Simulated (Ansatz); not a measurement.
# Rb: the cost of one run

Program: Ansatz 0.2.0. Level of theory: DFT PBE, scalar-relativistic, plane waves, PAW. These are calculated values, not measurements.

The COD entry's cell or inner coordinates are ideal or old and differ from later refinements, so a difference from it is no clean test against experiment.

2 further runs of the same task are left out: 1 that didn't finish, 1 set aside as unsound or not needed.

### Step 1. The system as given

It takes space group Im-3m (No. 229, cubic). Conventional cell: a = 5.670 Å, b = 5.670 Å, c = 5.670 Å, α = 90.00°, β = 90.00°, γ = 90.00°.

Coordinates:

```cif
data_structure
_symmetry_space_group_name_H-M 'P 1'
_symmetry_Int_Tables_number 1
_cell_length_a 4.9104
_cell_length_b 4.9104
_cell_length_c 4.9104
_cell_angle_alpha 109.471
_cell_angle_beta 109.471
_cell_angle_gamma 109.471
_cell_volume 91.14
loop_
_atom_site_label
_atom_site_type_symbol
_atom_site_fract_x
_atom_site_fract_y
_atom_site_fract_z
_atom_site_occupancy
Rb1 Rb 0.00000 0.00000 0.00000 1
```

This cell was relaxed beforehand with the same method: volume 91.14 Å³/atom, gap on the mesh none (metal).

### Step 2. Bands, states and charges

input.yaml reads:

```yaml
crystal:
  lattice:
    - [-2.8350111679, 2.8350111679, 2.8350111679]
    - [2.8350111679, -2.8350111679, 2.8350111679]
    - [2.8350111679, 2.8350111679, -2.8350111679]
  atoms:
    - { symbol: Rb, position: [0.0, 0.0, 0.0] }
basis:
  ecutwfc: 420
kpoints:
  mp_grid: { grid: [10, 10, 10] }
  band_path:
    path:
      - [[0.0, 0.0, 0.0], [0.5, -0.5, 0.5], [0.0, 0.0, 0.5], [0.0, 0.0, 0.0], [0.25, 0.25, 0.25], [0.5, -0.5, 0.5]]
      - [[0.25, 0.25, 0.25], [0.0, 0.0, 0.5]]
    npoints: 14
hamiltonian:
  xc: pbe
scf:
  occupations: { method: gaussian, width: 0.1 }
  n_extra_bands: 6
output:
  forces: true
  stress: true
  eigenvalues: true
  populations: true
  dos: { projected: true, de: 0.02, nscf_kmesh: { grid: [15, 15, 15] } }
  bader: true
  write_density: true
  write_potential: true
  elf: true
  volumetric_format: npy
```

Launch:

```
$ ansatz run input.yaml --threads 1 --pin off --max-ram 2560MiB --backend cpu --events-out ev --progress --plain --runs-dir out
```

Q: Estimate wall time and peak memory on 1 thread of Intel Xeon Platinum 8488C (Sapphire Rapids), shared host.

About 8.3 s, with a peak of 0.37 GiB.
